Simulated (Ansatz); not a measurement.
# Formation energy and levels of the vacancy V_C in SiC (F-43m)

Aim: at which Fermi levels does V_C in SiC (F-43m) change its charge? The model is a cell of 96 host atoms with 1 C taken out.

Calculated with Ansatz 0.2.0; place-levels on r2SCAN runs: charge-transition levels and formation energies with image-charge correction and potential alignment at the atomic sites; PAW set soft_1.

The experiments to compare with:

“Insight into the structural, elastic and electronic properties of a new orthorhombic 6O-SiC polytype” (2020, pmc:7200658) quotes from earlier work for SiC, cubic 3C zincblende (literature value): band gap (indirect gap) 2.4 eV [literature value; measurement temperature and method not stated].

## (1) Starting point

The cell holds 95 atoms: 48 Si and 47 C. Cell: a = 9.242 Å, b = 12.322 Å, c = 12.322 Å, α = 60.0°, β = 60.0°, γ = 60.0°. It derives from SiC (space group F-43m). Nearest the centre at fractional (0.417, 0.562, 0.562): Si84 at 1.89 Å, Si54 at 1.89 Å, Si60 at 1.89 Å, Si53 at 1.89 Å, C77 at 3.08 Å, C85 at 3.08 Å, C48 at 3.08 Å, C46 at 3.08 Å.

Screening for the image-charge correction: ε∞ = 7.06, ε0 = 10.43, computed on the host (DFPT, PBEsol, on the r2SCAN cell), and a cell off the functional's own equilibrium shifts the ionic part.

The cell's shortest repeat is 9.2 Å.

## (2) The runs of each charge state

A transition level is the Fermi level at which two charge states cost the same, so each charge needs its own total energy, at its own relaxed structure.

Random displacements of about 0.05 Å break the site symmetry at the start, so that the relaxation can reach a distorted minimum if there is one. Forces are taken at one point at (¼, ¼, ¼). The cell holds 2 electrons more than the neutral one, with a uniform background that keeps it neutral on the whole.

The sampling was tested on the host first: at the k-points planned (1x1x1 shifted 0.25 0.25 0.25) its energy lies 0.003 eV an atom from the dense-mesh value, under the bound of 0.02 eV set for this test; that bounds the host's error, not the defect's.

One of the inputs; charge, spin and start change from state to state.

The input, qm2.relax/input.yaml:

```yaml
crystal:
  lattice:
    - [0.0, 2.17829624, 2.17829624]
    - [2.17829624, 0.0, 2.17829624]
    - [2.17829624, 2.17829624, 0.0]
  atoms:
    - { symbol: Si, position: [0.0, 0.0, 0.0] }
    - { symbol: C, position: [0.25, 0.25, 0.25] }
  supercell: [3, 4, 4]
  defects: [{ vacancy: 53 }]
total_charge: -2
basis:
  ecutwfc: 500
  xc_grid: 2
hamiltonian:
  xc: r2scan
  pseudopotentials: { kind: paw, azcp: { folder: soft_1 } }
kpoints:
  mp_grid: { grid: [1, 1, 1], shift: [0.25, 0.25, 0.25] }
scf:
  occupations: { method: fixed }
  max_iter: 100
output:
  forces: true
  charged_corrections: { epsilon: 7.06, static_epsilon: 10.43 }
relax:
  f_tol: 0.02
  max_steps: 80
  random_displacement: { amplitude: 0.05, seed: 7930 }
checkpoint:
  write: "../qm2.relax.run"
  compress: false
  write_wavefunctions: true
  write_every: 100000
```

Started as:

```
$ ansatz run input.yaml --threads 4 --pin off --max-ram 15073MiB --backend cpu --events-out ev --progress --plain --runs-dir out
```

Defect states can disperse in a cell of this size, so the energy is taken again at a 2×2×2 shifted mesh, on the relaxed structure.

The run of this state that the levels use, under r2SCAN:

The input, qm2.point/input.yaml:

```yaml
crystal:
  checkpoint: "../qm2.relax.run"
  host: checkpoint
total_charge: -2
basis:
  ecutwfc: 500
  xc_grid: 2
hamiltonian:
  xc: r2scan
  pseudopotentials: { kind: paw, azcp: { folder: soft_1 } }
kpoints:
  mp_grid: { grid: [2, 2, 2], shift: [0.5, 0.5, 0.5] }
scf:
  occupations: { method: fermi_dirac, width: 0.01 }
  max_iter: 100
output:
  forces: true
  eigenvalues: true
  charged_corrections:
    epsilon: 7.06
    static_epsilon: 10.43
    defect_position: [0.416667, 0.5625, 0.5625]
  eigenstates: { localisation: true }
  populations: true
checkpoint:
  read: "../qm2.relax.run"
  write: "../qm2.point.run"
  compress: false
  write_wavefunctions: false
  write_every: 100000
```

Relaxations under r2SCAN at one point at (¼, ¼, ¼); times on 4 threads of Arm Neoverse V2, shared host:

```csv
charge,moment (μB),occupations,outcome,steps,largest displacement against the far atoms (Å),time
−2,0,fixed,converged,7,0.23,2.3 min
−1,1,fixed,converged,10,0.27,7.4 min
0,0,fixed,not converged,-,-,2.1 min
0,0,fermi-dirac,converged,14,0.20,4.1 min
+1,1,fixed,converged,14,0.10,11 min
+2,0,fixed,converged,5,0.13,1.7 min
−2,2,fixed,converged,9,0.22,7.3 min
0,2,fixed,converged,14,0.13,11 min
```

Single points under r2SCAN at a 2×2×2 shifted mesh; times on 4 threads of Arm Neoverse V2, shared host:

```csv
charge,moment (μB),occupations,outcome,time
−2,0,fermi-dirac,converged,2 min
−1,1,fermi-dirac,converged,5.2 min
0,0,fermi-dirac,converged,2 min
+1,1,fermi-dirac,converged,5.3 min
+2,0,fermi-dirac,converged,1.9 min
−2,2,fermi-dirac,converged,4.8 min
0,2,fermi-dirac,converged,5.7 min
```

Distances (Å) from the ideal centre to the nearest atoms after relaxation with r2SCAN:

```csv
charge,moment (μB),1.,2.,3.,4.,5.,6.
−2,0,Si 1.82,Si 1.82,Si 1.85,Si 1.86,C 2.95,C 2.96
−2,2,Si 1.75,Si 1.78,Si 1.79,Si 1.79,C 3.00,C 3.00
−1,1,Si 1.73,Si 1.73,Si 1.87,Si 1.87,C 2.95,C 2.95
0,0,Si 1.85,Si 1.85,Si 1.86,Si 1.87,C 2.96,C 2.96
0,2,Si 1.80,Si 1.82,Si 1.91,Si 1.92,C 3.00,C 3.00
+1,1,Si 1.93,Si 1.93,Si 1.94,Si 1.94,C 3.02,C 3.02
+2,0,Si 2.00,Si 2.01,Si 2.01,Si 2.02,C 3.06,C 3.06
```

## (3) Levels against the band edges, r2SCAN

A charged cell interacts with its images and the background, and its potential has another zero than the host's. place-levels removes the first by a point-charge model, screened by the static dielectric constant since the ions have relaxed around the charge, and the second by comparing potentials at atoms far from the defect.

The host is a run of the defect-free crystal in the same cutoffs, grids and k-points, so that basis and sampling errors cancel in part in the differences. The host is run in a cell of 8 atoms on a matching mesh. Its band edges are searched through the zone by a band path, so the gap is smaller than, or equal to, that on the mesh. Chemical potentials are energies per atom of C (diamond), run with the same functional and cutoff. Carbon is taken as diamond, which semilocal functionals can put about 0.1 eV an atom over graphite.

The input, levels.point.yaml:

```yaml
host:
  run: host.point.run
states: [qm2.point.run, qm1_M1.point.run, q0.point.run, qp1_M1.point.run, qp2.point.run, qm2_M2.point.run, q0_M2.point.run]
geometry_from:
  qm2.point.run: qm2.relax.run
  qm1_M1.point.run: qm1_M1.relax.run
  q0.point.run: q0.relax_smeared.run
  qp1_M1.point.run: qp1_M1.relax.run
  qp2.point.run: qp2.relax.run
  qm2_M2.point.run: qm2_M2.relax.run
  q0_M2.point.run: q0_M2.relax.run
  host.point.run: host.relax.run
chemical_potentials:
  C:
    energy: -251.553391
    dataset: "<sha256 of the dataset>"
epsilon: 7.06
static_epsilon: 10.43
vertical:
  - { from: qm2.point.run, to: qm2.point_neutral.run }
  - { from: qm1_M1.point.run, to: qm1_M1.point_neutral.run }
  - { from: qp1_M1.point.run, to: qp1_M1.point_neutral.run }
  - { from: qp2.point.run, to: qp2.point_neutral.run }
  - { from: qm2_M2.point.run, to: qm2_M2.point_neutral.run }
```

Started as:

```
$ ansatz place-levels levels.point.yaml -- --threads 4 --pin off --max-ram 15073MiB
```

Numbers of over 12 decimals in the logs are rounded to 6 here.

What it wrote:

```text
[... repeated set-up lines and file paths are left out, and long positions are rounded to six places ...]
(+2/+1) 1.274 eV above the valence edge, 0.424 eV under the conduction edge
(+1/0) 1.586 eV above the valence edge, 0.111 eV under the conduction edge
(0/-1) 1.961 eV above the valence edge (+2.291 eV without the band-filling correction), in the conduction band; not on the lower envelope
(-1/-2) 1.700 eV above the valence edge (+2.606 eV without the band-filling correction), in the conduction band; not on the lower envelope
(0/-2) 1.831 eV above the valence edge (+2.448 eV without the band-filling correction), in the conduction band: charges between them are lowest nowhere
formation energy of charge +2: +2.287 eV with the Fermi level at the valence edge
formation energy of charge +1: +3.560 eV with the Fermi level at the valence edge
formation energy of charge 0: +5.147 eV with the Fermi level at the valence edge
formation energy of charge -1: +7.107 eV with the Fermi level at the valence edge
formation energy of charge -2: +8.808 eV with the Fermi level at the valence edge
vertical -2 to 0: no energy, since no alignment is typed
  the change from vertical[0].from (qm2.point.run) to vertical[0].to (qm2.point_neutral.run): by its potential at epsilon 7.06 it stands at 0.408 0.533 0.532, with an rms radius of about 5.0 Å (2.6 3.0 3.0 Å across the planes of the cell's vectors); [...]
vertical -1 to 0: no energy, since no alignment is typed
  the change from vertical[1].from (qm1_M1.point.run) to vertical[1].to (qm1_M1.point_neutral.run): by its potential at epsilon 7.06 it stands at 0.423 0.547 0.547, with an rms radius of about 2.1 Å (1.7 0.9 0.9 Å across the planes of the cell's vectors); [...]
vertical +1 to 0: no energy, since no alignment is typed
  the change from vertical[2].from (qp1_M1.point.run) to vertical[2].to (qp1_M1.point_neutral.run): by its potential at epsilon 7.06 it stands at 0.394 0.559 0.559, with an rms radius of about 3.4 Å (1.7 2.1 2.1 Å across the planes of the cell's vectors); [...]
vertical +2 to 0: no energy, since no alignment is typed
  the change from vertical[3].from (qp2.point.run) to vertical[3].to (qp2.point_neutral.run): by its potential at epsilon 7.06 it stands at 0.385 0.549 0.548, with an rms radius of about 4.4 Å (2.0 2.7 2.7 Å across the planes of the cell's vectors); [...]
vertical -2 to 0: no energy, since no alignment is typed
  the change from vertical[4].from (qm2_M2.point.run) to vertical[4].to (qm2_M2.point_neutral.run): by its potential at epsilon 7.06 it stands at 0.404 0.557 0.560, with an rms radius of about 3.6 Å (1.7 2.2 2.2 Å across the planes of the cell's vectors); [...]
  edges by r2scan, gap 1.698 eV; the host is sampled to repeats of 22.21 Å
  the defect's cells are sampled to repeats of 22.21 Å, like sampling
  charge +2: -42548.8710 eV with its correction of +0.526 eV, at epsilon 10.43, aligned at sites: -0.1314 eV, mean over 61 atomic sites at or beyond 4.62 Å from the host's site at [0.4165, 0.5626, 0.5626] by the defect at [0.4167, 0.5625, 0.5625], with [...]
  charge +1: -42538.2077 eV with its correction of +0.084 eV, at epsilon 10.43, aligned at sites: -0.1128 eV, mean over 61 atomic sites at or beyond 4.62 Å from the host's site at [0.4165, 0.5626, 0.5626] by the defect at [0.4167, 0.5625, 0.5625], with [...]
  charge 0: +0.000 eV for its dipole among its images, +0.000 omitted
  charge -1: -42515.5516 eV with its correction of +0.265 eV, at epsilon 10.43, aligned at sites: -0.0675 eV, mean over 61 atomic sites at or beyond 4.62 Å from the host's site at [0.4165, 0.5626, 0.5626] by the defect at [0.4167, 0.5625, 0.5625], with [...]
  charge -2: -42503.5559 eV with its correction of +0.830 eV, at epsilon 10.43, aligned at sites: -0.0209 eV, mean over 61 atomic sites at or beyond 4.62 Å from the host's site at [0.4165, 0.5626, 0.5626] by the defect at [0.4167, 0.5625, 0.5625], with [...]
  states[5] (qm2_M2.point.run): levels filled in part (TS 0.002 eV): its energy is of no whole electron's
  charge 0: states[6] (q0_M2.point.run) stands 0.121 eV higher, with a moment of 2.00 μB against 0.00
  charge -2: states[0] (qm2.point.run) stands 0.019 eV higher, with a moment of 0.00 μB against 2.00
  states[0] (qm2.point.run): levels filled in part (TS 0.007 eV): its energy is of no whole electron's
  of states[4] (qp2.point.run): it parts from the run at its places by a charge that spreads by about 2.7 Å along one vector (1.7 Å or more is wide), by its potential at epsilon 7.06, taken for that of held ions (one typed too small widens it), where the cell [...]
  of states[3] (qp1_M1.point.run): it parts from the run at its places by a charge that spreads by about 1.7 Å along one vector (1.3 Å or more is wide), by its potential at epsilon 7.06, taken for that of held ions (one typed too small widens it), where the [...]
  of states[2] (q0.point.run): its sublattices stand up to 0.0025 Å off the host's, which by the two runs' forces adds about -0.01 eV to its energy against the host's, and moves the band edges: relax the crystal first, and build the cells on it
  of states[1] (qm1_M1.point.run): it parts from the run at its places by a charge that spreads by about 1.7 Å along one vector (1.3 Å or more is wide), by its potential at epsilon 7.06, taken for that of held ions (one typed too small widens it), where the [...]
  of states[5] (qm2_M2.point.run): it parts from the run at its places by a charge that spreads by about 1.7 Å along one vector (1.3 Å or more is wide), by its potential at epsilon 7.06, taken for that of held ions (one typed too small widens it), where the [...]
  of states[6] (q0_M2.point.run): stability_check_not_made
  of states[0] (qm2.point.run): it parts from the run at its places by a charge that spreads by about 2.6 Å along one vector (1.3 Å or more is wide), by its potential at epsilon 7.06, taken for that of held ions (one typed too small widens it), where the cell [...]
  vertical[0].from (qm2.point.run): levels filled in part (TS 0.007 eV): its energy is of no whole electron's
  of vertical[0].from (qm2.point.run): its sublattices stand up to 0.0022 Å off the host's, which by the two runs' forces adds about -0.01 eV to its energy against the host's, and moves the band edges: relax the crystal first, and build the cells on it; [...]
  of vertical[1].from (qm1_M1.point.run): stability_check_not_made; [...]
  of vertical[2].from (qp1_M1.point.run): stability_check_not_made; [...]
  vertical[2].to (qp1_M1.point_neutral.run): levels filled in part (TS 0.007 eV): its energy is of no whole electron's
  of vertical[3].from (qp2.point.run): it parts from the run at its places by a charge that spreads by about 2.7 Å along one vector (1.7 Å or more is wide), by its potential at epsilon 7.06, taken for that of held ions (one typed too small widens it), where [...]
  vertical[3].to (qp2.point_neutral.run): levels filled in part (TS 0.007 eV): its energy is of no whole electron's
  vertical[4].from (qm2_M2.point.run): levels filled in part (TS 0.002 eV): its energy is of no whole electron's
  of vertical[4].from (qm2_M2.point.run): its moments are held at its close (magnetization.spin_locking), by a field of 0.214 eV a Bohr magneton, and its energy and levels are of the state that this holds: a run that lets them go can end lower; [...]
```

Wall time 0.75 s (4 threads of Arm Neoverse V2, shared host).

Levels between the charges placed, in eV above the valence top:

```csv
,gap (eV),(+2/+1),(+1/0),(0/−1),(−1/−2)
r2SCAN,1.70,1.27,1.59,1.96,1.70
```

Corrections by state:

```csv
charge,moment (μB),image terms and alignment (eV),band filling (eV),ε used,"over the lowest of its charge, as the program ranks them, band filling apart (eV)"
+2,0.0,0.526,-,10.43,0.000
+1,1.0,0.084,-,10.43,0.000
0,0.0,0.000,-,-,0.000
−1,1.0,0.265,-0.330,10.43,0.000
−2,2.0,0.830,-1.236,10.43,0.000
0,2.0,0.000,-,-,0.121
−2,0.0,0.802,-,10.43,0.019
```

The charged structures listed were also run neutral, and place-levels reads from each pair, by the potential or the spins, how wide the charge is by which they differ; that can be the carrier of either run.

```csv
charge,rms radius (Å),spread where it is widest against the cell (Å),wide from (Å),reading
+2,4.4,2.74,1.74,wide
+1,3.4,1.65,1.31,wide
−1,2.1,1.72,1.31,wide
−2,3.6,1.74,1.31,wide
```

The neutral runs of these pairs need not share the spin of the lowest neutral state, and very wide values only mean spread over the cell.

From the program's caveats on the states, each cut to its opening words:

- charge +2: it parts from the run at its places by a charge that spreads by about 2.7 Å along one vector (1.7 Å or more is wide), by its potential at epsilon 7.06, taken [...]
- charge +2: its alignment with the host at atomic sites is doubtful: the mean over the far sites moves by -0.0820 eV from their farther parts to their nearer, more than [...]
- charge +1 (1 μB), −1 (1 μB), −2 (2 μB): it parts from the run at its places by a charge that spreads by about 1.7 Å along one vector (1.3 Å or more is wide), by its potential at epsilon 7.06, taken [...]
- charge +1 (1 μB), −1 (1 μB), −2 (2 μB), 0 (2 μB): flagged: stability check not made
- charge 0: its sublattices stand up to 0.0025 Å off the host's, which by the two runs' forces adds about -0.01 eV to its energy against the host's, and moves the band [...]
- charge −1 (1 μB): a band-filling correction moves a carrier to the host's band edge, which changes its energy by -0.330 eV
- charge −2 (2 μB): a band-filling correction moves a carrier to the host's band edge, which changes its energy by -1.236 eV
- charge −2 (2 μB): its moments are held at its close (magnetization.spin_locking), by a field of 0.214 eV a Bohr magneton, and its energy and levels are of the state that this [...]
- charge −2: it parts from the run at its places by a charge that spreads by about 2.6 Å along one vector (1.3 Å or more is wide), by its potential at epsilon 7.06, taken [...]
- charge −2: its sublattices stand up to 0.0022 Å off the host's, which by the two runs' forces adds about -0.01 eV to its energy against the host's, and moves the band [...]

The host's formation energy from the elements is -0.356 eV per atom; it sets how far the chemical potentials can move.

Limit set by the element alone; other compounds of these elements are not counted. Chemical potentials from the elements' reference states: C 0.00 eV, Si -0.71 eV. Formation energy by charge state (C-rich; gap 1.70 eV):

```csv
charge,at valence top (eV),at conduction bottom (eV),correction included (eV)
+2,2.29,5.68,0.53
+1,3.56,5.26,0.08
0,5.15,5.15,0.00
−1,7.11,5.41,-0.07
−2,8.81,5.41,-0.41
```

```
Fermi level (eV)  lowest formation energy (eV)
            0.00                          2.29
            0.15                          2.60
            0.31                          2.90
            0.46                          3.21
            0.62                          3.52
            0.77                          3.83
            0.93                          4.14
            1.08                          4.45
            1.24                          4.76
            1.39                          4.95
            1.54                          5.10
            1.70                          5.15
```

Limit set by the element alone; other compounds of these elements are not counted. Chemical potentials from the elements' reference states: Si 0.00 eV, C -0.71 eV. Formation energies (Si-rich), with the Fermi level at the valence top and at the conduction bottom (gap 1.70 eV):

```csv
charge,at valence top (eV),at conduction bottom (eV),correction included (eV)
+2,1.57,4.97,0.53
+1,2.85,4.55,0.08
0,4.43,4.43,0.00
−1,6.39,4.70,-0.07
−2,8.10,4.70,-0.41
```

(Fermi level (eV), lowest formation energy (eV)): (0.00, 1.57), (0.15, 1.88), (0.31, 2.19), (0.46, 2.50), (0.62, 2.81), (0.77, 3.12), (0.93, 3.43), (1.08, 3.74), (1.24, 4.04), (1.39, 4.24), (1.54, 4.39), (1.70, 4.43)

## (4) Results

| Quantity | Value |
| --- | --- |
| gap of the host | 1.70 eV (r2SCAN) |
| level (plus 2/plus 1) | 1.27 eV above the valence top |
| level (plus 1/0) | 1.59 eV above the valence top |
| level (0/minus 1) | 1.96 eV above the valence top, past the conduction bottom, not a change between lowest states (2.29 eV above the valence top without the band-filling term) |
| level (minus 1/minus 2) | 1.70 eV above the valence top, at the conduction bottom, not a change between lowest states (2.61 eV above the valence top without the band-filling term) |
| lowest of the charges placed, just above the valence top (0.02 eV) | +2 |
| lowest of the charges placed, just below the conduction bottom (0.02 eV) | 0 |
| lowest formation energy at mid-gap of the charges run, C-rich | 3.98 eV |
| lowest formation energy at mid-gap of the charges run, Si-rich | 3.27 eV |

**Reading.** Of the charges placed (−2, −1, 0, +1 and +2), the lowest changes at 1.27 eV (+2/+1) and 1.59 eV (+1/0) above the valence top, in a gap of 1.70 eV. (+2/+1) lies nearer to a band edge than the share of the finite-size correction in it (0.44 eV), and that correction holds for a localised charge alone. (+1/0) lies 0.11 eV from a band edge, less than the doubt on such levels. Charges above +2 were not placed, so these runs say nothing of levels that involve them. States placed: +2 at 0 μB; +1 at 1 μB; 0 at 0 μB and 2 μB; −1 at 1 μB; −2 at 2 μB and 0 μB. Other spin states or structures, where not listed, weren't placed. The program finds carriers beyond a band edge of the host and adds a band-filling term at charge −2 (-1.24 eV) and −1 (-0.33 eV); steps to such a charge show no bound level, and a defect level inside a band would be read the same way. The program doubts the alignment of potentials for at least one state, a sign that the cell is small. Keep in mind: r2SCAN makes the gap too small and tends to spread out bound carriers; force components of up to 0.31 eV/Å remain in a run at the final settings.

Calculation against experiment:

| quantity | measured | r2SCAN |
| --- | --- | --- |
| band gap (least gap of the host) (eV) | 2.4 | 1.70 (-0.70 eV) |

Measured values from pmc:7200658 (2020).

Verdict: The band gap is off by -0.70 eV: a clear miss. Local and semilocal functionals usually give gaps below the measured ones. Zero-point and thermal motion shift the measured gap.

[Logs are printed without paths, hosts, clocks, repeated set-up lines and the standing remarks that a program may print on its own settings, such as how far it seeks lower states.]

[Hosts, paths, dates, database ids (printed as entryN), source tags and the programs' standing remarks are cut or masked in the printed files.]

[Where a table of states has a column of steps, it counts the stored structures, which are thinned; the runs took as many ionic steps or more.]

[A defect's name tells the site on which it was built; relaxed atoms can leave that site.]

[For some hosts the program warned that the k-mesh of the response run may be too coarse for force constants and the static dielectric constant; such warnings are not shown here.]
